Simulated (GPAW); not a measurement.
Input of a GPAW 26.7.0 run:

run.py

```python
from ase.dft.bandgap import bandgap
from ase.io import read, write
from ase.units import GPa
from gpaw import GPAW, PW

atoms = read('POSCAR')

calc = GPAW(mode=PW(800),
            xc='PBE',
            kpts={'size': (13, 13, 13), 'gamma': True},
            occupations={'name': 'methfessel-paxton', 'order': 0, 'width': 0.03},
            nbands=11,
            convergence={'density': 1e-05, 'energy': 1e-05},
            maxiter=150,
            txt='gpaw.txt')
atoms.calc = calc
energy = atoms.get_potential_energy()
forces = atoms.get_forces()
stress = atoms.get_stress()
calc.write('gs.gpw')
write('result.traj', atoms)
print(f'Energy: {energy:.6f} eV')
print('Forces (eV/A):')
print(forces.round(4))
print('Stress (GPa):', (stress / GPa).round(3))
print('Fermi level:', round(calc.get_fermi_level(), 4), 'eV')
print(f'Gap: {bandgap(calc)[0]:.4f} eV, direct: {bandgap(calc, direct=True)[0]:.4f} eV')
```

Contents of POSCAR:

```
BN
1.0
    0.0000000000      1.8130010000      1.8130010000
    1.8130010000      0.0000000000      1.8130010000
    1.8130010000      1.8130010000      0.0000000000
N B
1 1
Direct
    0.2500000000      0.2500000000      0.2500000000
    0.0000000000      0.0000000000      0.0000000000
```

Potentials or basis: GPAW PAW data sets (gpaw-data 1.2.1), pw.

Launch:

```bash
$ OMP_NUM_THREADS=1 python run.py
```

Q: What does it give for the pressure?

A: -1.6 GPa.

Q: What does it give for the band gap on the k mesh?

A: 4.53 eV, indirect (least direct gap 8.79 eV).

Caveat: an odd mesh through Γ misses points on the zone boundary, where band edges often lie.

The gap isn't set beside the measured one, since this odd mesh misses points on the zone boundary.
